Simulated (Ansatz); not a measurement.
Input and output of a field-response calculation (clamped ions) on a 6-atom cell of ZrO2 started from a crystallographic database (the PAW code Ansatz, r2SCAN). The geometry is the r2SCAN minimum.

```yaml
crystal:
  lattice:
    - [3.6010266379, 0.0, 0.0]
    - [0.0, 3.6010266379, 0.0]
    - [0.0, 0.0, 5.227183601]
  atoms:
    - { symbol: Zr, position: [0.0, 0.0, 0.0] }
    - { symbol: Zr, position: [0.5, 0.5, 0.5] }
    - { symbol: O, position: [0.0, 0.5, 0.1969684769] }
    - { symbol: O, position: [0.0, 0.5, 0.6969684769] }
    - { symbol: O, position: [0.5, 0.0, 0.3030315231] }
    - { symbol: O, position: [0.5, 0.0, 0.8030315231] }
kpoints:
  mp_grid: { grid: [6, 6, 4] }
hamiltonian:
  xc: r2scan
scf:
  occupations: { method: fixed }
dielectric: {}
```

Some lines of the output have been replaced by numbered gaps.
```
Pseudopotential: Zr, paw, valence charge 12, recommended cutoff 500 eV (meta_gga)
Pseudopotential: O, paw, valence charge 6, recommended cutoff 500 eV (meta_gga)
Functional definition: r2SCAN
Crystal: 6 atoms, lattice volume = 67.783 Å³
Basis set: ecut = 500 eV, 1739 PW (Γ)
[1]
[2]
SCF 1 converged in 9 iterations: F = -10676.295824 eV  dr2 = 1.10e-12
SCF 1 converged in 4 iterations: F = -10676.260361 eV  dr2 = 6.42e-9
Free energy (F): -10676.295824 eV
Fermi energy:    10.731267 eV
--- Dielectric response (ions clamped): 3 representative field directions + reference, inside a basis on a mesh of 144 k-points ---
  ε∞ (high-frequency dielectric tensor):
[3]
  Born effective charges Z* (e; rows j = field, columns β = displacement):
    site 0:
[4]
    site 1:
[5]
    site 2:
[6]
    site 3:
[7]
    site 4:
[8]
    site 5:
[9]
  ε∞ is read to err by 1.6e-2, Z* by 2.2e-2 e
```

Question: Fill in the blanks. They hold the Born charges, ε∞ (with the ionic part, where printed), the band count, the symmetry found.

Answer:
```
[1]
Bands: 30, of which v1, the nominal top of the filled ones, is band 24 counted from 1 (23 counted from 0)
[2]
Symmetry: 16 space group operations
[3]
        5.270081     0.000000     0.000000
        0.000000     5.270081     0.000000
        0.000000     0.000000     4.684948
[4]
         5.72315    0.00000    0.00000
         0.00000    5.72315    0.00000
         0.00000    0.00000    4.88012
[5]
         5.72315    0.00000    0.00000
         0.00000    5.72315    0.00000
         0.00000    0.00000    4.88012
[6]
        -2.05989    0.00000    0.00000
         0.00000   -3.66325    0.00000
         0.00000    0.00000   -2.44006
[7]
        -3.66325    0.00000    0.00000
         0.00000   -2.05989    0.00000
         0.00000    0.00000   -2.44006
[8]
        -2.05989    0.00000    0.00000
         0.00000   -3.66325    0.00000
         0.00000    0.00000   -2.44006
[9]
        -3.66325    0.00000    0.00000
         0.00000   -2.05989    0.00000
         0.00000    0.00000   -2.44006
```

ε∞: 5.27 along x and y, 4.68 along z. Born charges, averaged over directions: Zr +5.44, O -2.72 e.

Command: `ansatz run input.yaml --threads 4 --pin off --max-ram 7372MiB --backend cpu --events-out ev --progress --plain --runs-dir out`. It took 53 s on 4 threads of Arm Neoverse V1, with other jobs on the host; peak host memory 1.3 GiB.

The values are computed, spin-unpolarised, and not measurements.
